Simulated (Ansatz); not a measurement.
The system is Cu.

```
Cu
1.0
     2.53410    0.00000    0.00000
    -1.26705    2.19459    0.00000
     0.00000    0.00000    4.11257
Cu
2
Cartesian
  1.2670 0.7315 3.0844
  0.0000 1.4631 1.0281
```

This isn't the form of Cu at room conditions, which is fcc.

| Item | Value |
| --- | --- |
| Program | Ansatz 0.2.0 |
| Task | relaxation of cell and atoms |
| Functional | RPBE |
| Potentials or basis | Ansatz PAW |
| Cutoff | 420 eV (not typed: the program's choice for these potentials) |
| k mesh | 12 × 12 × 7 |
| Occupations | fermi-dirac, width 0.05 eV |
| Spin | no spin polarisation |

At the start: volume 11.44 Å³/atom.

Task: How do energy, volume and symmetry change on relaxing?

Result: It ends after 8 steps and the volume is 12.42 Å³/atom (+8.6 %); space group P6_3/mmc (No. 194, to 0.05 Å).

Step by step:
```tsv
step	energy change (eV)	largest force (eV/Å)	volume (Å³)
1	0.0000	0.0000	22.87
2	-0.0501	0.0000	23.76
3	-0.0692	0.0000	24.70
4	-0.0695	0.0000	24.85
5	-0.0695	0.0000	24.87
6	-0.0708	0.0000	24.87
7	-0.0708	0.0000	24.85
8	-0.0708	0.0000	24.85
```

Final structure:
```xyz
2
Lattice="2.6057 0.0000 0.0000 -1.3029 2.2566 0.0000 0.0000 0.0000 4.2257" Properties=species:S:1:pos:R:3 pbc="T T T"
Cu    1.3029    0.7522    3.1692
Cu    0.0000    1.5044    1.0564
```

Caveat: the plane-wave basis is chosen anew once the cell has moved, so the energies of steps on either side of that aren't comparable; the PAW data sets come from PBE, with cores solved anew for the run's functional, which leaves a small shift of forces and pressure.
